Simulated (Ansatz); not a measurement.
# MoP: the cost of one run

Computed with Ansatz 0.2.0 (DFT PBEsol, scalar-relativistic, plane waves, PAW, unless a step's input says otherwise).

1 further run of the same task is left out (set aside as unsound or not needed).

## (1) The structure to begin with

It takes space group P-6m2 (No. 187, hexagonal). Conventional cell: a = 3.207 Å, b = 3.207 Å, c = 3.173 Å, α = 90.00°, β = 90.00°, γ = 120.00°. Mo (site symmetry -6m2) has 6 P at 2.44 Å as nearest neighbours. P (site symmetry -6m2) is surrounded by 6 Mo at 2.44 Å.

Coordinates:

```cif
data_structure
_symmetry_space_group_name_H-M 'P-6m2'
_symmetry_Int_Tables_number 187
_cell_length_a 3.2068
_cell_length_b 3.2068
_cell_length_c 3.1733
_cell_angle_alpha 90.000
_cell_angle_beta 90.000
_cell_angle_gamma 120.000
_cell_volume 28.26
loop_
_atom_site_label
_atom_site_type_symbol
_atom_site_symmetry_multiplicity
_atom_site_Wyckoff_symbol
_atom_site_fract_x
_atom_site_fract_y
_atom_site_fract_z
_atom_site_occupancy
Mo1 Mo 1 a 0.00000 0.00000 0.00000 1
P1 P 1 d 0.33333 0.66667 0.50000 1
```

This cell was relaxed beforehand with the same method: volume 14.13 Å³/atom, gap on the mesh none (metal).

## (2) A stricter relaxation, with the smearing for a metal

Response runs need a geometry at rest under their own mesh and occupations; hence this stricter relaxation.

Input file input.yaml:

```yaml
crystal:
  lattice:
    - [3.2067708559, 0.0, 0.0]
    - [-1.603385428, 2.7771450254, 0.0]
    - [0.0, 0.0, 3.1732667755]
  atoms:
    - { symbol: Mo, position: [0.0, 0.0, 0.0] }
    - { symbol: P, position: [0.3333333333, 0.6666666667, 0.5] }
basis:
  ecutwfc: 420
kpoints:
  mp_grid: { grid: [15, 15, 14] }
hamiltonian:
  xc: pbesol
scf:
  occupations: { method: fermi_dirac, width: 0.15 }
output:
  forces: true
  stress: true
  eigenvalues: true
relax:
  adjacent_minimum: "off"
  f_tol: 0.001
  max_steps: 60
  cell: { stress_tol: 0.01 }
```

Command:

```sh
$ ansatz run input.yaml --threads 1 --pin off --max-ram 2560MiB --backend cpu --events-out ev --progress --plain --runs-dir out
```

What time and memory should one allow on 1 thread of an Arm CPU, shared host?

About 46 s, with a peak of 0.4 GiB.
